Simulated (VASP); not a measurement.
MnS:

```
CELL_PARAMETERS angstrom
4.30568 0.00000 0.00000
0.00000 4.30568 0.00000
0.00000 0.00000 5.36058
ATOMIC_POSITIONS crystal
Mn 0.00000 0.50000 0.00000
Mn 0.50000 0.00000 0.50000
S 0.00000 0.00000 0.25000
S 0.00000 0.00000 0.75000
```

Measurements of this composition are mostly on another form, of space group No. 225.

Base run:

```yaml
Program: VASP 6.6.1
Functional: PBEsol
Potentials_or_basis: VASP PAW PBE potentials, release 64 (Mn_pv, S)
Cutoff: 520 eV
k_mesh: 5 × 5 × 4
Occupations: gaussian, width 0.05 eV
Spin: collinear spin, ferrimagnetic start
Starting_moments: "[4.0, -2.0, 0.0, 0.0] μB"
Hubbard_terms: Mn d U = 3 eV
```

Its results: band gap on the k mesh none (metal or under the smearing width); pressure -2.4 GPa; net moment 0.00 μB per cell; site moments Mn +4.41, -4.41; S +0.00 μB.

Task: The run is repeated on the same cell with these changes: hubbard terms from Mn d U = 3 eV to Mn d U = 2 eV; further incar settings from ALGO = Fast; EDIFF = 1e-07 to ALGO = Normal; EDIFF = 1e-06; NBANDS = 31. What comes out?

Result: Band gap on the k mesh none (metal or under the smearing width); pressure -3.7 GPa; net moment 0.00 μB per cell; site moments Mn +4.31, -4.31; S +0.00 μB.

Caveats: the PAW data sets were made with another functional, which shifts forces and pressure a little.
